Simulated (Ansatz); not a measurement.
AlN in Ansatz: the effect of exact exchange

AlN:

```
Al N
1.0
     3.11300    0.00000    0.00000
    -1.55650    2.69594    0.00000
     0.00000    0.00000    4.98100
Al N
2 2
Direct
  0.66667 0.33333 0.50000
  0.33333 0.66667 0.00000
  0.66667 0.33333 0.88000
  0.33333 0.66667 0.38000
```

Alike in all runs:

- Program: Ansatz 0.2.0
- Task: single point
- Functional: HSE06 form with a typed share of exact exchange
- Potentials or basis: Ansatz PAW
- Cutoff: 420 eV (not typed: the program's choice for these potentials)
- k mesh: 5 × 5 × 3
- Occupations: fermi-dirac, width 0.05 eV
- Spin: no spin polarisation

One run gave: gap on the mesh 6.48 eV; pressure -4.6 GPa. Which exact exchange did it use?
A. 0.25
B. 0.5
C. 0.2
D. 0.4
E. 0.05

D.

```csv
exact exchange,gap on the mesh (eV),pressure (GPa)
0.05,4.48,2.6
0.1,4.76,1.5
0.15,5.04,0.5
0.2,5.32,-0.6
0.25,5.60,-1.6
0.3,5.89,-2.6
0.4,6.48,-4.6
0.5,7.07,-6.5
```

Caveats: all runs use coarse meshes; odd divisions of the mesh miss points on the zone boundary, where band edges often lie, so the gap on the mesh can be too wide; the PAW data sets come from PBE, with cores solved anew for the run's functional, which leaves a small shift of forces and pressure; the thresholds are loose for stress.

